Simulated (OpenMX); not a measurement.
Crystal: Sn.

```
Sn
1.0
     0.00000    3.23334    3.23334
     3.23334    0.00000    3.23334
     3.23334    3.23334    0.00000
Sn
2
Direct
  0.75000 0.75000 0.75000
  0.50000 0.50000 0.50000
```

This isn't the form of Sn at room conditions, which is tetragonal (white tin).

Base run:

```yaml
Program: OpenMX 3.8.5
Functional: PBE
Potentials_or_basis: OpenMX 2013 PBE set, Sn7.0-s3p2d2f1, grid cutoff 500 Ry
k_mesh: 7 × 7 × 7
Occupations: fermi-dirac, width 0.05 eV
Spin: no spin polarisation
```

Its results: pressure 0.7 GPa.

The run is repeated on the same cell with these changes: potentials or basis from OpenMX 2013 PBE set, Sn7.0-s3p2d2f1, grid cutoff 500 Ry to OpenMX 2013 PBE set, Sn7.0-s3p2d1, grid cutoff 500 Ry. What comes out?

Pressure 3.5 GPa.

Caveats: the basis of atomic orbitals isn't converged, which shifts pressures, moduli and gaps.

Not every run made on this cell is shown here.
